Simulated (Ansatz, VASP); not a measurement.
# One calculation of WC, two programs

Contents of INCAR:

```
SYSTEM = WC
PREC     = Accurate       ! precision mode
ENCUT    = 520            ! plane-wave cutoff, eV
EDIFF    = 1E-6           ! SCF threshold, eV
ISMEAR   = -1             ! smearing method
SIGMA    = 0.05           ! smearing width, eV
LREAL    = .False.        ! projectors in reciprocal space
LASPH    = .True.         ! aspherical terms in the spheres
NELM     = 80             ! most SCF steps
ALGO     = Normal         ! electronic algorithm
ISIF     = 2              ! what is computed and relaxed
LWAVE    = .False.        ! write WAVECAR
LCHARG   = .False.        ! write CHGCAR
GGA      = PE             ! functional
NBANDS   = 26             ! bands
```

Contents of KPOINTS:

```
regular mesh
0
Gamma
  10 10 6
  0 0 0
```

Contents of POSCAR:

```
WC
1.0
    2.8502585119      0.0000000000      0.0000000000
   -1.4251292559      2.4683962786      0.0000000000
    0.0000000000      0.0000000000      5.6649149174
W C
2 2
Direct
    0.0000000000      0.0000000000      0.0000000000
    0.0000000000      0.0000000000      0.5000000000
    0.3333333333      0.6666666667      0.2500000000
    0.6666666667      0.3333333333      0.7500000000
```

Input for Ansatz:

```yaml
crystal:
  lattice:
    - [2.8502585119, 0.0, 0.0]
    - [-1.4251292559, 2.4683962786, 0.0]
    - [0.0, 0.0, 5.6649149174]
  atoms:
    - { symbol: W, position: [0.0, 0.0, 0.0] }
    - { symbol: W, position: [0.0, 0.0, 0.5] }
    - { symbol: C, position: [0.3333333333, 0.6666666667, 0.25] }
    - { symbol: C, position: [0.6666666667, 0.3333333333, 0.75] }
kpoints:
  mp_grid: { grid: [10, 10, 6] }
scf:
  occupations: { method: fermi_dirac, width: 0.05 }
hamiltonian:
  xc: pbe
  pseudopotentials: { kind: all_electron, lapw: { basis_error: 0.001 } }
output:
  forces: true
  stress: true
  eigenvalues: true
  populations: true
```

Change from the starting cell: volume scaled by 0.94, LAPW.

Alike in both runs: task single point; functional PBE; k mesh 10 × 10 × 6; occupations fermi-dirac, width 0.05 eV; no spin polarisation.

```csv
,VASP,Ansatz
version,VASP 6.6.1,Ansatz 0.2.0
potentials or method,"VASP PAW PBE potentials, release 64 (W_sv, C)","all-electron LAPW, scalar-relativistic"
plane-wave cutoff (eV),520,see its input
```

|  | VASP | Ansatz | Ansatz less VASP |
| --- | --- | --- | --- |
| pressure (GPa) | 27.6 | 26.2 | -1.36 |
| largest component of the traceless stress (GPa) | 0.12 | 0.03 | -0.090 |

Ansatz ran all-electron here, so the differences hold the error of VASP's frozen core and of both bases.

Caveats: so large a pressure means that the cell lies far from this level's equilibrium, or that cutoff or potentials fall short (VASP). Spin-orbit coupling is left out, which matters for the levels of W.
